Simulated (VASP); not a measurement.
# C (P6_3/mmc) in VASP: band structure with PBE+D3(BJ)

Aim: the band structure of C with PBE+D3(BJ).

All numbers are computed with VASP 6.6.1; they aren't measurements. Logs are shortened: lines on timing, memory, paths and dates and some standing lists are left out, and cuts for length are marked.

### 1 The structure

It takes space group P6_3/mmc (No. 194, hexagonal). Conventional cell: a = 2.465 Å, b = 2.465 Å, c = 6.664 Å, α = 90.00°, β = 90.00°, γ = 120.00°. C (site symmetry -6m2) is surrounded by 3 C at 1.42 Å. C (site symmetry -6m2) has 3 C at 1.42 Å as nearest neighbours.

### 2 Band structure, PBE+D3(BJ)

INCAR

```
SYSTEM = C
PREC = Accurate
ENCUT = 520
EDIFF = 1E-6
ISMEAR = 0
SIGMA = 0.03
LREAL = .False.
LASPH = .True.
NELM = 80
ALGO = Normal
ISIF = 2
LWAVE = .False.
LCHARG = .False.
GGA = PE
IVDW = 12
NBANDS = 16
ICORELEVEL = 1
```

KPOINTS

```
regular mesh
0
Gamma
  12 12 4
  0 0 0
```

POSCAR

```
C                                       
1.0
    2.4653227782      0.0000000000      0.0000000000
   -1.2326613891      2.1350321571     -0.0000000000
    0.0000000000     -0.0000000000      6.6642713644
  C             
     4
Direct
     1.0000000000000000    1.0000000000000000    0.0025086278927206
     0.0000000000000000    1.0000000000000000    0.5025086278927208
     0.3333333300000021    0.6666666699999979    0.0024913721072819
     0.6666666699999979    0.3333333300000021    0.5024913721072818
```

KPOINTS_OPT

```
explicit points
141
Reciprocal
 0.0000000000  0.0000000000  0.0000000000 1
 0.0357142857  0.0000000000  0.0000000000 1
 0.0714285714  0.0000000000  0.0000000000 1
 0.1071428571  0.0000000000  0.0000000000 1
 0.1428571429  0.0000000000  0.0000000000 1
 0.1785714286  0.0000000000  0.0000000000 1
[... 133 lines left out ...]
 0.5000000000  0.0000000000  0.5000000000 1
 0.5000000000  0.0000000000  0.0000000000 1
```

Potentials or basis: VASP PAW PBE potentials, release 64 (C).

The run is started by

```sh
cat potpaw_PBE.64/C/POTCAR > POTCAR
mpirun -np 1 vasp_std > vasp.out
```

OUTCAR:

```text
SYSTEM = C
   PREC = Accurate
   ENCUT = 520
   EDIFF = 1E-6
   ISMEAR = 0
   LREAL = .False.
   LASPH = .True.
   NELM = 80
   ISIF = 2
   GGA = PE
   IVDW = 12
 IVDW          = 12

 ion  position               nearest neighbor table
   1  0.000  0.000  0.003-   3 1.42   3 1.42   3 1.42
   2  0.000  0.000  0.503-   4 1.42   4 1.42   4 1.42
   3  0.333  0.667  0.002-   1 1.42   1 1.42   1 1.42
   4  0.667  0.333  0.502-   2 1.42   2 1.42   2 1.42

  LATTYP: Found a hexagonal cell.
 ALAT       =     2.4653227782
 C/A-ratio  =     2.7032043931

  Lattice vectors:

 A1 = (   2.4653227782,   0.0000000000,   0.0000000000)
 A2 = (  -1.2326613891,   2.1350321571,   0.0000000000)
 A3 = (   0.0000000000,   0.0000000000,   6.6642713644)

Analysis of symmetry for initial positions (statically):
=====================================================================
 Subroutine PRICEL returns:
 Original cell was already a primitive cell.

 Routine SETGRP: Setting up the symmetry group for a
 hexagonal supercell.

 Subroutine GETGRP returns: Found 12 space group operations
 (whereof  6 operations were pure point group operations)
 out of a pool of 24 trial point group operations.

The static configuration has the point symmetry C_3v.
 The point group associated with its full space group is C_6v.

Analysis of symmetry for dynamics (positions and initial velocities):
=====================================================================
 Subroutine PRICEL returns:
 Original cell was already a primitive cell.

 Routine SETGRP: Setting up the symmetry group for a
 hexagonal supercell.

 Subroutine GETGRP returns: Found 12 space group operations
 (whereof  6 operations were pure point group operations)
 out of a pool of 24 trial point group operations.

The dynamic configuration has the point symmetry C_3v.
 The point group associated with its full space group is C_6v.

 Subroutine INISYM returns: Found 12 space group operations
 (whereof  6 operations are pure point group operations),
 and found     1 'primitive' translations

----------------------------------------------------------------------------------------

                                     Primitive cell

  volume of cell :      35.0777

  direct lattice vectors                    reciprocal lattice vectors
     2.465322778  0.000000000  0.000000000     0.405626399  0.234188510  0.000000000
    -1.232661389  2.135032157  0.000000000     0.000000000  0.468377020  0.000000000
     0.000000000  0.000000000  6.664271364     0.000000000  0.000000000  0.150053914

  length of vectors
     2.465322778  2.465322780  6.664271364     0.468377021  0.468377020  0.150053914

  position of ions in fractional coordinates (direct lattice)
     0.000000000  0.000000000  0.002508628
     0.000000000  0.000000000  0.502508628
     0.333333330  0.666666670  0.002491372
     0.666666670  0.333333330  0.502491372

  ion indices of the primitive-cell ions
   primitive index   ion index
                 1           1
                 2           2
                 3           3
                 4           4

----------------------------------------------------------------------------------------

 KPOINTS: regular mesh

Automatic generation of k-mesh.
 Grid dimensions read from file:
 generate k-points for:   12   12    4

 Generating k-lattice:

  Cartesian coordinates                     Fractional coordinates (reciprocal lattice)
     0.033802200  0.019515709  0.000000000     0.083333333 -0.000000000  0.000000000
     0.000000000  0.039031418  0.000000000     0.000000000  0.083333333  0.000000000
     0.000000000  0.000000000  0.037513478     0.000000000  0.000000000  0.250000000

  Length of vectors
     0.039031418  0.039031418  0.037513478

  Shift w.r.t. Gamma in fractional coordinates (k-lattice)
     0.000000000  0.000000000  0.000000000

 Subroutine IBZKPT returns following result:
 ===========================================

 Found     57 irreducible k-points:

 Following reciprocal coordinates:
            Coordinates               Weight
  0.000000  0.000000  0.000000      1.000000
  0.083333  0.000000  0.000000      6.000000
  0.166667  0.000000  0.000000      6.000000
  0.250000  0.000000  0.000000      6.000000
  0.333333  0.000000  0.000000      6.000000
  0.416667  0.000000  0.000000      6.000000
[... 16 lines left out ...]
  0.250000  0.000000  0.250000     12.000000
  0.333333  0.000000  0.250000     12.000000
 [... further k-points ...]
   k-points           NKPTS =     57   k-points in BZ     NKDIM =     57   number of bands    NBANDS=     16
   number of dos      NEDOS =    301   number of ions     NIONS =      4
   total plane-waves  NPLWV =  16200
   dimension x,y,z NGX =    18 NGY =   18 NGZ =   50
   dimension x,y,z NGXF=    36 NGYF=   36 NGZF=  100
   ions per type =               4
   NGX,Y,Z   is equivalent  to a cutoff of  12.14, 12.14, 12.47 a.u.
   NGXF,Y,Z  is equivalent  to a cutoff of  24.28, 24.28, 24.95 a.u.
 SYSTEM =  C
   PREC   = accura    normal or accurate (medium, high low for compatibility)
   ISTART =      0    job   : 0-new  1-cont  2-samecut
   ICHARG =      2    charge: 1-file 2-atom 10-const
   ISPIN  =      1    spin polarized calculation?
   LNONCOLLINEAR =      F non collinear calculations
   LSORBIT =      F    spin-orbit coupling
   LASPH  =      T    aspherical Exc in radial PAW
   ENCUT  =  520.0 eV  38.22 Ry    6.18 a.u.   4.58  4.58 12.39*2*pi/ulx,y,z
   NELM   =     80;   NELMIN=  2; NELMDL= -5     # of ELM steps
   EDIFF  = 0.1E-05   stopping-criterion for ELM
   LREAL  =      F    real-space projection
   EDIFFG = 0.1E-04   stopping-criterion for IOM
   NSW    =      0    number of steps for IOM
   IBRION =     -1    ionic relax: 0-MD 1-quasi-New 2-CG
   NFREE  =      0    steps in history (QN), initial steepest desc. (CG)
   ISIF   =      2    stress and relaxation
   ISYM   =      2    0-nonsym 1-usesym 2-fastsym
   POTIM  = 0.5000    time-step for ionic-motion
   TEBEG  =    0.0;   TEEND  =   0.0 temperature during run
   PSTRESS=    0.0 pullay stress
   NELECT =      16.0000    total number of electrons
   NUPDOWN=      -1.0000    fix difference up-down
   EMIN   =  10.00;   EMAX   =-10.00  energy-range for DOS
   EFERMI =   0.00;   METHOD = LEGACY
   ISMEAR =     0;   SIGMA  =   0.03  broadening in eV -4-tet -1-fermi 0-gaus
   EFERMI_NEDOS =   21; number of points for ismear=-14 and -15
   IALGO  =     38    algorithm
   IMIX   =      4    mixing-type and parameters
     AMIX     =   0.40;   BMIX     =  1.00
     AMIX_MAG =   1.60;   BMIX_MAG =  1.00
  volume/ion in A,a.u.               =       8.77        59.18
  Fermi-wavevector in a.u.,A,eV,Ry     =   1.260195  2.381424 21.607307  1.588092
  Thomas-Fermi vector in A             =   2.393717
   LORBIT       =      0    0 simple, 1 ext, 2 COOP (PROOUT), +10 PAW based schemes
   GGA     = PE    functional components
   LHFCALC =     F    Hartree Fock is set to
   AEXX    =    0.0000 exact exchange contribution
   IVDW    =    12    specifies the selected vdW correction
   LEPSILON=     F    determine dielectric tensor
   LRPA    =     F    only Hartree local field effects (RPA)
 non-spin polarized calculation
 Gauss-broadening in eV      SIGMA  =   0.03
  energy-cutoff  :      520.00
  volume of cell :       35.08
 maximum number of plane-waves:       967
   NGX =  9   NGY =  9   NGZ = 25

 number of electron      15.9999995 magnetization

 Free energy of the ion-electron system (eV)
  ---------------------------------------------------
  ext. energy  EPLUGINS =         0.00000000
  ---------------------------------------------------
  free energy    TOTEN  =       -36.83193795 eV

  energy without entropy =      -36.83142240  energy(sigma->0) =      -36.83168018

 the core state eigenenergies are
   1-  1s   -261.1874
   2-  1s   -261.1874
   3-  1s   -261.1496
   4-  1s   -261.1496

 E-fermi :   4.7285     XC(G=0): -10.3706

 val. band max:        4.7269759697   @ k =   0.3333   0.3333   0.5000
 cond. band min:       4.7289573836   @ k =   0.3333   0.3333   0.2500
 fundamental gap:      0.0019814139
 Fermi energy:         4.7285331131

 k-point     1 :       0.0000    0.0000    0.0000
  band No.  band energies     occupation
      1     -14.9208      2.00000
      2     -14.6043      2.00000
      3      -3.8048      2.00000
      4      -1.7683      2.00000
      5       1.7184      2.00000
      6       1.7184      2.00000
[... 8 lines left out ...]
     15      16.0854      0.00000
     16      16.3093      0.00000

 k-point     2 :       0.0833    0.0000    0.0000
  band No.  band energies     occupation
      1     -14.7550      2.00000
      2     -14.4417      2.00000
      3      -3.6036      2.00000
      4      -1.5806      2.00000
      5       1.0586      2.00000
      6       1.0947      2.00000
[... 8 lines left out ...]
     15      15.6318      0.00000
     16      15.7676      0.00000

 k-point     3 :       0.1667    0.0000    0.0000
  band No.  band energies     occupation
      1     -14.2595      2.00000
      2     -13.9555      2.00000
      3      -3.0042      2.00000
      4      -1.0240      2.00000
      5      -0.5973      2.00000
      6      -0.5288      2.00000
[... 8 lines left out ...]
     15      15.6467      0.00000
     16      16.0678      0.00000

 k-point     4 :       0.2500    0.0000    0.0000
  band No.  band energies     occupation
      1     -13.4402      2.00000
      2     -13.1518      2.00000
      3      -2.7162      2.00000
      4      -2.6108      2.00000
      5      -2.0222      2.00000
      6      -0.3090      2.00000
[... 8 lines left out ...]
     15      18.1448      0.00000
     16      18.1924      0.00000
[... 324 lines left out ...]
 k-point    22 :       0.1667    0.0000    0.2500
  band No.  band energies     occupation
      1     -14.2174      2.00000
      2     -14.0027      2.00000
      3      -2.7562      2.00000
      4      -1.3708      2.00000
      5      -0.5873      2.00000
      6      -0.5389      2.00000
[... 8 lines left out ...]
     15      15.6017      0.00000
     16      15.6387      0.00000

 k-point    23 :       0.2500    0.0000    0.2500
  band No.  band energies     occupation
      1     -13.4001      2.00000
      2     -13.1963      2.00000
      3      -2.7011      2.00000
      4      -2.6266      2.00000
      5      -1.7827      2.00000
      6      -0.4531      2.00000
[... 8 lines left out ...]
     15      18.1516      0.00000
     16      18.1853      0.00000

 k-point    24 :       0.3333    0.0000    0.2500
  band No.  band energies     occupation
      1     -12.2722      2.00000
      2     -12.0834      2.00000
      3      -4.9192      2.00000
      4      -4.8190      2.00000
      5      -1.0364      2.00000
      6      -0.9969      2.00000
[... 8 lines left out ...]
     15      19.9761      0.00000
     16      20.9869      0.00000

 [... further k-points ...]

------------------------ aborting loop because EDIFF is reached ----------------------------------------

 Edisp (eV)   -0.63045

 E8    (eV) :    -0.1788

  FORCE on cell =-STRESS in cart. coord.  units (eV):
  Direction    XX          YY          ZZ          XY          YZ          ZX
  --------------------------------------------------------------------------------------
  -------------------------------------------------------------------------------------
  Total       0.12118     0.12118     0.05434     0.00000     0.00000     0.00000
  in kB       5.53495     5.53495     2.48178     0.00000     0.00000     0.00000
  external pressure =        4.52 kB  Pullay stress =        0.00 kB

 VOLUME and BASIS-vectors are now :
 -----------------------------------------------------------------------------
  energy-cutoff  :      520.00
  volume of cell :       35.08
      direct lattice vectors                 reciprocal lattice vectors
     2.465322778  0.000000000  0.000000000     0.405626399  0.234188510  0.000000000
    -1.232661389  2.135032157  0.000000000     0.000000000  0.468377020  0.000000000
     0.000000000  0.000000000  6.664271364     0.000000000  0.000000000  0.150053914

 POSITION                                       TOTAL-FORCE (eV/Angst)
 -----------------------------------------------------------------------------------
      0.00000      0.00000      0.01672        -0.000000     -0.000000     -0.001917
      0.00000      0.00000      3.34885         0.000000      0.000000     -0.001917
     -0.00000      1.42335      0.01660         0.000000      0.000000      0.001917
      1.23266      0.71168      3.34874         0.000000      0.000000      0.001917
 -----------------------------------------------------------------------------------
    total drift:                               -0.000000     -0.000000      0.000385

  FREE ENERGIE OF THE ION-ELECTRON SYSTEM (eV)
  ---------------------------------------------------
  free  energy   TOTEN  =       -37.4623870935 eV

  energy  without entropy=      -37.4618715428  energy(sigma->0) =      -37.46212932
```

Wall time 30 s (1 thread of AMD EPYC 9R45 (Zen 5), shared host); peak memory 0.14 GiB.

What came out:

```
Free energy                : -37.4624 eV
Pressure                   : 0.5 GPa
Band gap along the path    : none (metal or under the smearing width)
Dispersion energy per atom : -0.158 eV
```

Levels at the corners of the path, in eV from the Fermi level:
```tsv
point	band 4	band 5	band 6	band 7	band 8	band 9	band 10	band 11	band 12	band 13
Γ	-6.50	-3.01	-3.01	-2.99	-2.99	4.35	8.33	8.33	8.38	8.38
M	-13.15	-6.41	-6.35	-2.78	-2.06	1.52	2.21	7.20	7.62	11.32
M	-13.15	-6.41	-6.35	-2.78	-2.06	1.52	2.21	7.20	7.62	11.32
K	-12.46	-10.52	-10.52	-0.65	-0.02	-0.02	0.75	11.17	11.17	12.22
K	-12.46	-10.52	-10.52	-0.65	-0.02	-0.02	0.75	11.17	11.17	12.22
Γ	-6.50	-3.01	-3.01	-2.99	-2.99	4.35	8.33	8.33	8.38	8.38
Γ	-6.50	-3.01	-3.01	-2.99	-2.99	4.35	8.33	8.33	8.38	8.38
A	-7.62	-3.00	-3.00	-3.00	-3.00	7.05	7.05	8.35	8.35	8.35
A	-7.62	-3.00	-3.00	-3.00	-3.00	7.05	7.05	8.35	8.35	8.35
L	-13.21	-6.38	-6.38	-2.35	-2.35	1.66	1.66	7.40	7.40	12.63
L	-13.21	-6.38	-6.38	-2.35	-2.35	1.66	1.66	7.40	7.40	12.63
H	-12.56	-10.53	-10.53	0.00	0.00	0.02	0.02	10.17	10.17	13.68
H	-12.56	-10.53	-10.53	0.00	0.00	0.02	0.02	10.17	10.17	13.68
A	-7.62	-3.00	-3.00	-3.00	-3.00	7.05	7.05	8.35	8.35	8.35
L	-13.21	-6.38	-6.38	-2.35	-2.35	1.66	1.66	7.40	7.40	12.63
M	-13.15	-6.41	-6.35	-2.78	-2.06	1.52	2.21	7.20	7.62	11.32
K	-12.46	-10.52	-10.52	-0.65	-0.02	-0.02	0.75	11.17	11.17	12.22
H	-12.56	-10.53	-10.53	0.00	0.00	0.02	0.02	10.17	10.17	13.68
```

Core levels (eV, on the scale of the bands):
| atom | levels |
| --- | --- |
| 1 C | 1s -261.2 |
| 2 C | 1s -261.2 |
| 3 C | 1s -261.1 |
| 4 C | 1s -261.1 |
